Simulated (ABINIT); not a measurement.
# TePb (Fm-3m) in ABINIT: a series of runs

The runs below take TePb through band structure, with WC, PBE.

Everything below comes from runs of ABINIT 10.8.3 (patched build). Logs are shortened: lines on timing, memory, paths and dates and some standing lists are left out, and cuts for length are marked. The log counts tension as positive stress, the text compression.

**Measured values to compare with.**

A printed reference work, monograph reports, for a bulk crystal of TePb at 4.2 K: band gap 0.19 eV (direct).

The runs below are set against these values where they give the same quantity.

### 1 Starting point

It takes space group Fm-3m (No. 225, cubic). The conventional cell has a = 6.462 Å, b = 6.462 Å, c = 6.462 Å, α = 90.00°, β = 90.00°, γ = 90.00°. Pb (site symmetry m-3m) is surrounded by 6 Te at 3.23 Å. Te (site symmetry m-3m) is surrounded by 6 Pb at 3.23 Å.

### 2 Band structure, WC

Contents of run.abi:

```
ndtset 2

pp_dirpath "./"
pseudos "Pb.GGA_PBE-JTH.xml, Te.GGA_PBE-JTH.xml"

acell 3*1.0
rprim
     0.0000000000     6.1057051087     6.1057051087
     6.1057051087     0.0000000000     6.1057051087
     6.1057051087     6.1057051087     0.0000000000
ntypat 2
znucl 82 52
natom 2
typat 1 2
xred
     0.0000000000     0.0000000000     0.0000000000
     0.5000000000     0.5000000000     0.5000000000

ecut 17.0
pawecutdg 34.0

ixc 23

occopt 3
tsmear 0.05 eV

nstep 100

iomode 3
prtwf 0
prteig 0
prtebands 0
enunit 2
prtden1 1

kptopt1 1
ngkpt1 7 7 7
nshiftk1 1
shiftk1 0.0 0.0 0.0
nband1 14
tolvrs1 1.0e-9

iscf2 -2
getden2 1
nband2 18
nbdbuf2 2
tolwfr2 1.0e-12
kptopt2 -9
ndivsm2 6
prteig2 1
kptbounds2
     0.0000000000     0.0000000000     0.0000000000
     0.5000000000     0.0000000000     0.5000000000
     0.5000000000     0.2500000000     0.7500000000
     0.3750000000     0.3750000000     0.7500000000
     0.0000000000     0.0000000000     0.0000000000
     0.5000000000     0.5000000000     0.5000000000
     0.6250000000     0.2500000000     0.6250000000
     0.5000000000     0.2500000000     0.7500000000
     0.5000000000     0.5000000000     0.5000000000
     0.3750000000     0.3750000000     0.7500000000
```

Potentials or basis: JTH PAW PBE v2.0.

Run with:

```console
> abinit run.abi > log 2>&1
```

run.abo:

```text
.Version 10.8.3 of ABINIT
 DATASET    1 : space group Fm -3 m (#225); Bravais cF (face-center cubic)
================================================================================
 Values of the parameters that define the memory need for DATASET  1.
     intxc =       0    ionmov =       0      iscf =      17    lmnmax =      18
     lnmax =       6     mgfft =      36  mpssoang =       3    mqgrid =    3001
     natom =       2  nloc_mem =       2    nspden =       1   nspinor =       1
    nsppol =       1      nsym =      48    n1xccc =       1    ntypat =       2
    occopt =       3   xclevel =       2
       mpw =        1541          nfft =       46656          nkpt =          20
 PAW method is used; the additional fine FFT grid is defined by:
   mgfftf=        48    nfftf =    110592
================================================================================
================================================================================

 DATASET    2 : space group Fm -3 m (#225); Bravais cF (face-center cubic)
================================================================================
 Values of the parameters that define the memory need for DATASET  2.
     intxc =       0    ionmov =       0      iscf =      -2    lmnmax =      18
     lnmax =       6     mgfft =      36  mpssoang =       3    mqgrid =    3001
     natom =       2  nloc_mem =       2    nspden =       1   nspinor =       1
    nsppol =       1      nsym =      48    n1xccc =       1    ntypat =       2
    occopt =       3   xclevel =       2
       mpw =        1544          nfft =       46656          nkpt =         103
 PAW method is used; the additional fine FFT grid is defined by:
   mgfftf=        48    nfftf =    110592
================================================================================
================================================================================

--------------------------------------------------------------------------------
------------- Echo of variables that govern the present computation ------------
--------------------------------------------------------------------------------
 -outvars: echo values of preprocessed input variables --------
            acell      1.0000000000E+00  1.0000000000E+00  1.0000000000E+00 Bohr
              amu      2.07200000E+02  1.27600000E+02
             ecut      1.70000000E+01 Hartree
           enunit           2
           getden1          0
           getden2          1
             iscf1         17
             iscf2         -2
                       outvar_i_n : Printing only first  50 k-points.
              ixc          23
           jdtset        1    2
                       outvar_i_n : Printing only first  50 k-points.
           kptopt1          1
           kptopt2         -9
         kptrlatt        7    0    0      0    7    0      0    0    7
          kptrlen1     6.04433968E+01
[... 1087 lines left out ...]
   0.24508    0.26386
 kpt#   5, nband= 18, wtk=  1.00000, kpt=  0.1176  0.0000  0.1176 (reduced coord)
[... 380 lines left out ...]
  -0.65135   -0.65018   -0.64958   -0.64918   -0.64898   -0.42010   -0.34287   -0.16917
  -0.10969   -0.09970    0.06264    0.06805    0.14281    0.18216    0.26546    0.28820
   0.36970    0.42965
 kpt# 101, nband= 18, wtk=  1.00000, kpt=  0.4000  0.4000  0.7000 (reduced coord)
  -0.65152   -0.65011   -0.64963   -0.64913   -0.64896   -0.41842   -0.33975   -0.17961
  -0.11519   -0.10619    0.07387    0.07938    0.15866    0.16969    0.27213    0.29051
   0.36956    0.43781
 kpt# 102, nband= 18, wtk=  1.00000, kpt=  0.3875  0.3875  0.7250 (reduced coord)
  -0.65167   -0.65004   -0.64969   -0.64907   -0.64892   -0.41725   -0.33666   -0.18719
  -0.11996   -0.11185    0.08331    0.08991    0.15844    0.17041    0.28126    0.29527
   0.37011    0.43728
 kpt# 103, nband= 18, wtk=  1.00000, kpt=  0.3750  0.3750  0.7500 (reduced coord)
  -0.65179   -0.64999   -0.64974   -0.64903   -0.64890   -0.41685   -0.33366   -0.19160
  -0.12395   -0.11669    0.09045    0.09937    0.14924    0.17737    0.29044    0.30262
   0.37501    0.42892
 Eigenvalues (   eV  ) for nkpt= 103  k points:
 kpt#   1, nband= 18, wtk=  1.00000, kpt=  0.0000  0.0000  0.0000 (reduced coord)
 -17.68832  -17.68832  -17.67865  -17.67865  -17.67865  -13.12162   -6.72704   -2.40529
  -2.40529   -2.40529    3.03854    3.03854    3.03854    4.75950    4.75950    4.75950
   6.32387    6.37223
 kpt#   2, nband= 18, wtk=  1.00000, kpt=  0.0294  0.0000  0.0294 (reduced coord)
 -17.68859  -17.68813  -17.67873  -17.67825  -17.67825  -13.11165   -6.76114   -2.42133
  -2.42133   -2.34827    2.85772    3.03508    3.03508    4.67687    4.81302    4.81302
   6.43060    6.44756
 kpt#   3, nband= 18, wtk=  1.00000, kpt=  0.0588  0.0000  0.0588 (reduced coord)
 -17.68951  -17.68784  -17.67899  -17.67761  -17.67761  -13.08181   -6.85730   -2.46837
  -2.46837   -2.18611    2.40847    3.02938    3.02938    4.47618    4.96739    4.96739
   6.56751    6.70353
 kpt#   4, nband= 18, wtk=  1.00000, kpt=  0.0882  0.0000  0.0882 (reduced coord)
 -17.69213  -17.68746  -17.67948  -17.67722  -17.67722  -13.03227   -7.00033   -2.54338
  -2.54338   -1.94443    1.84222    3.03174    3.03174    4.22655    5.20881    5.20881
   6.66886    7.17989
 kpt#   5, nband= 18, wtk=  1.00000, kpt=  0.1176  0.0000  0.1176 (reduced coord)
[... 381 lines left out ...]
  -2.98482   -2.71290    1.70460    1.85166    3.88593    4.95683    7.22358    7.84244
  10.05997   11.69147
 kpt# 101, nband= 18, wtk=  1.00000, kpt=  0.4000  0.4000  0.7000 (reduced coord)
 -17.72867  -17.69046  -17.67745  -17.66369  -17.65900  -11.38588   -9.24494   -4.88745
  -3.13452   -2.88951    2.01018    2.15994    4.31737    4.61742    7.40499    7.90506
  10.05626   11.91353
 kpt# 102, nband= 18, wtk=  1.00000, kpt=  0.3875  0.3875  0.7250 (reduced coord)
 -17.73271  -17.68856  -17.67883  -17.66200  -17.65814  -11.35398   -9.16099   -5.09364
  -3.26438   -3.04370    2.26692    2.44648    4.31139    4.63714    7.65339    8.03477
  10.07129   11.89910
 kpt# 103, nband= 18, wtk=  1.00000, kpt=  0.3750  0.3750  0.7500 (reduced coord)
 -17.73599  -17.68722  -17.68039  -17.66108  -17.65748  -11.34294   -9.07924   -5.21360
  -3.37276   -3.17530    2.46125    2.70409    4.06101    4.82652    7.90330    8.23478
  10.20458   11.67154

== END DATASET(S) ==============================================================
================================================================================

 -outvars: echo values of variables after computation  --------
            acell      1.0000000000E+00  1.0000000000E+00  1.0000000000E+00 Bohr
           etotal1    -6.9621402895E+01
            fcart1    -0.0000000000E+00 -0.0000000000E+00 -0.0000000000E+00
                      -0.0000000000E+00 -0.0000000000E+00 -0.0000000000E+00
            rprim      0.0000000000E+00  6.1057051087E+00  6.1057051087E+00
                       6.1057051087E+00  0.0000000000E+00  6.1057051087E+00
                       6.1057051087E+00  6.1057051087E+00  0.0000000000E+00
           strten1     4.3738516715E-05  4.3738516715E-05  4.3738516715E-05
                       0.0000000000E+00  0.0000000000E+00  0.0000000000E+00
           xangst      0.0000000000E+00  0.0000000000E+00  0.0000000000E+00
                       3.2309999978E+00  3.2309999978E+00  3.2309999978E+00
             xred      0.0000000000E+00  0.0000000000E+00  0.0000000000E+00
                       5.0000000000E-01  5.0000000000E-01  5.0000000000E-01
 Calculation completed.
```

It took 96 s on 1 thread of Arm Neoverse V2, shared host; peak memory 0.15 GiB.

What came out:

```
Free energy                                           : -1894.4949 eV
Valence electrons inside the program's atomic spheres : Pb 11.34; Te 3.14
```

Levels at the corners of the path, in eV from the Fermi level:
| point | band 6 | band 7 | band 8 | band 9 | band 10 | band 11 | band 12 | band 13 | band 14 | band 15 |
| --- | --- | --- | --- | --- | --- | --- | --- | --- | --- | --- |
| Γ | -12.41 | -6.01 | -1.69 | -1.69 | -1.69 | 3.75 | 3.75 | 3.75 | 5.47 | 5.47 |
| X | -10.72 | -7.70 | -4.88 | -3.16 | -3.16 | 2.86 | 5.12 | 5.12 | 6.29 | 10.19 |
| W | -10.56 | -8.39 | -4.16 | -4.16 | -0.71 | 1.27 | 4.83 | 4.83 | 6.53 | 6.53 |
| K | -10.63 | -8.37 | -4.50 | -2.66 | -2.46 | 3.18 | 3.42 | 4.77 | 5.54 | 8.62 |
| Γ | -12.41 | -6.01 | -1.69 | -1.69 | -1.69 | 3.75 | 3.75 | 3.75 | 5.47 | 5.47 |
| L | -10.97 | -8.98 | -1.23 | -1.23 | -0.36 | 0.28 | 0.86 | 0.86 | 8.03 | 8.92 |
| U | -10.63 | -8.37 | -4.50 | -2.66 | -2.46 | 3.18 | 3.42 | 4.77 | 5.54 | 8.62 |
| W | -10.56 | -8.39 | -4.16 | -4.16 | -0.71 | 1.27 | 4.83 | 4.83 | 6.53 | 6.53 |
| L | -10.97 | -8.98 | -1.23 | -1.23 | -0.36 | 0.28 | 0.86 | 0.86 | 8.03 | 8.92 |
| K | -10.63 | -8.37 | -4.50 | -2.66 | -2.46 | 3.18 | 3.42 | 4.77 | 5.54 | 8.62 |

Caveat: the cutoff is too short for stress, so the log's stress isn't used; this odd mesh misses L, where the gap lies, so gap, dielectric constants and Born charges aren't listed; the PAW data sets were made with another functional, which shifts forces and pressure a little; spin-orbit coupling is left out, which moves the levels of the heavy elements.

### 3 Band structure, PBE

Edit run.abi of step 2 so:

```diff
@@ -1,11 +1,14 @@
+# Datasets: ground state, then fixed potential
 ndtset 2
 
+# Pseudopotentials
 pp_dirpath "./"
-pseudos "Pb.GGA_PBE-JTH.xml, Te.GGA_PBE-JTH.xml"
+pseudos "Pb.GGA_PBE-JTH_sp.xml, Te.GGA_PBE-JTH.xml"
 
-acell 3*1.0
+# Structure
+acell 4.56932402 4.56932402 4.56932402 Angstrom
 rprim
-     0.0000000000     6.1057051087     6.1057051087
-     6.1057051087     0.0000000000     6.1057051087
-     6.1057051087     6.1057051087     0.0000000000
+     0.0000000000     0.7071067812     0.7071067812
+     0.7071067812     0.0000000000     0.7071067812
+     0.7071067812     0.7071067812     0.0000000000
 ntypat 2
@@ -18,12 +21,17 @@
 
-ecut 17.0
-pawecutdg 34.0
+# Plane-wave basis
+ecut 15.0
+pawecutdg 30.0
 
-ixc 23
+# Exchange and correlation
+ixc 11
 
+# Bands and occupations
 occopt 3
-tsmear 0.05 eV
+tsmear 0.00183747
 
+# SCF cycle
 nstep 100
 
+# Output
 iomode 3
@@ -34,3 +42,7 @@
 prtden1 1
+prtvha1 1
+prtvclmb1 1
+prtpot1 1
 
+# Dataset 1
 kptopt1 1
@@ -39,8 +51,9 @@
 shiftk1 0.0 0.0 0.0
-nband1 14
+nband1 9
 tolvrs1 1.0e-9
 
+# Dataset 2: bands along G-X-W-K-G-L-U-W-L-K
 iscf2 -2
 getden2 1
-nband2 18
+nband2 13
 nbdbuf2 2
@@ -50,2 +63,3 @@
 prteig2 1
+prtvol2 -3
 kptbounds2
```

Potentials or basis: JTH PAW PBE v2.0 sp.

Run with:

```console
> abinit run.abi > log 2>&1
```

Run time: 36 s. Hardware: 1 thread of Arm Neoverse V2, shared host; peak memory 0.13 GiB.

Results (log left out):

* Free energy: -327.7878 eV
* Pressure: 2.2 GPa
* Band gap along the path: 0.74 eV, direct
* Valence electrons inside the program's atomic spheres: Pb 2.56; Te 3.12

Levels at the corners of the path, in eV from the Fermi level:
| point | band 3 | band 4 | band 5 | band 6 | band 7 | band 8 |
| --- | --- | --- | --- | --- | --- | --- |
| Γ | -1.72 | -1.72 | -1.72 | 3.76 | 3.76 | 3.76 |
| X | -4.91 | -3.20 | -3.20 | 2.86 | 5.14 | 5.14 |
| W | -4.20 | -4.20 | -0.77 | 1.26 | 4.87 | 4.87 |
| K | -4.53 | -2.71 | -2.50 | 3.20 | 3.38 | 4.73 |
| Γ | -1.72 | -1.72 | -1.72 | 3.76 | 3.76 | 3.76 |
| L | -1.31 | -1.31 | -0.41 | 0.33 | 0.84 | 0.84 |
| U | -4.53 | -2.71 | -2.50 | 3.20 | 3.38 | 4.73 |
| W | -4.20 | -4.20 | -0.77 | 1.26 | 4.87 | 4.87 |
| L | -1.31 | -1.31 | -0.41 | 0.33 | 0.84 | 0.84 |
| K | -4.53 | -2.71 | -2.50 | 3.20 | 3.38 | 4.73 |

Caveat: this odd mesh misses L, where the gap lies, so gap, dielectric constants and Born charges aren't listed; spin-orbit coupling is left out, which moves the levels of the heavy elements; this set keeps more shells in the core, which shifts pressures and gaps.

### 4 How close it comes

Step 3. Against the measured gap of TePb, 0.19 eV (direct; 4.2 K; a printed reference work, monograph), the calculated 0.74 eV is off by +0.55 eV. Spin-orbit coupling on Pb, Te is left out. The value is that of PBE, without temperature or zero-point motion.
